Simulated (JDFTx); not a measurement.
Pt:

```
Pt
1.0
     2.76067    0.00000    0.00000
    -1.38033    2.39081    0.00000
     0.00000    0.00000    4.79213
Pt
2
Cartesian
  0.0000 1.5939 1.1980
  1.3803 0.7969 3.5941
```

This isn't the form of Pt at room conditions, which is fcc.

| Quantity | Value |
| --- | --- |
| Program | JDFTx 1.7.0 (patched build) |
| Task | relaxation of cell and atoms |
| Functional | PBE |
| Potentials or basis | PseudoDojo-SR-PBE-0.5-stringent with smoothed tails |
| Cutoff | 1143 eV |
| Density cutoff | 9143 eV |
| k mesh | 6 × 6 × 3 |
| Occupations | fermi-dirac, width 0.05 eV |
| Spin | no spin polarisation |

At the start: pressure -2.5 GPa; volume 15.81 Å³/atom.

Problem. Where does the relaxation end?

Solution. Over 7 steps the energy falls by 2.1 meV/atom and the volume is 15.64 Å³/atom (-1.1 %); space group P6_3/mmc (No. 194, to 0.05 Å).

Step by step:
```csv
step,energy change (eV),largest force (eV/Å),pressure (GPa),volume (Å³)
1,0.0000,0.0000,-2.46,31.63
2,-0.0008,0.0000,-2.12,31.58
3,-0.0037,0.0000,0.11,31.28
4,-0.0041,0.0000,-0.07,31.30
5,-0.0042,0.0000,0.01,31.28
6,-0.0042,0.0000,-0.02,31.28
7,-0.0042,0.0000,0.02,31.28
```

Final structure:
```
Pt
1.0
     2.75907    0.00000    0.00000
    -1.37953    2.38943    0.00000
     0.00000    0.00000    4.74436
Pt
2
Direct
  0.33333 0.66667 0.25000
  0.66667 0.33333 0.75000
```

Caveat: the k mesh is coarse (spacing up to 0.44 Å⁻¹), so the values aren't converged.
